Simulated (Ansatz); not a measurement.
Input of an Ansatz 0.2.0 run:

File input.yaml:

```yaml
crystal:
  lattice:
    - [3.66304048, 0.0, 0.0]
    - [0.0, 3.66304048, 0.0]
    - [0.0, 0.0, 4.56049398]
  atoms:
    - { symbol: Ta, position: [0.0, 0.5, 0.0] }
    - { symbol: Ta, position: [0.5, 0.0, 0.5] }
    - { symbol: "N", position: [0.0, 0.0, 0.25] }
    - { symbol: "N", position: [0.0, 0.0, 0.75] }
hamiltonian:
  xc: pbe
  pseudopotentials: { kind: nc, accuracy: stringent }
kpoints:
  mp_grid: { grid: [7, 7, 6] }
scf:
  occupations: { method: fermi_dirac, width: 0.05 }
output:
  forces: true
  stress: true
  eigenvalues: true
```

Potentials or basis: PseudoDojo stringent (PBE files).

Run with:

```console
$ ansatz run input.yaml --threads 2 --pin off --max-ram 5632MiB --backend cpu --events-out ev --progress --plain --runs-dir out
```

**Question.** Estimate the band gap on the k mesh.

**Answer.** None (metal or under the smearing width).

**Question.** Estimate the pressure.

**Answer.** -19.9 GPa.

Stress tensor (GPa, compression positive):
```
-31.05   0.00   0.00
  0.00 -31.05   0.00
  0.00   0.00   2.39
```

The run has no spin-orbit coupling, so splittings on Ta are missing.
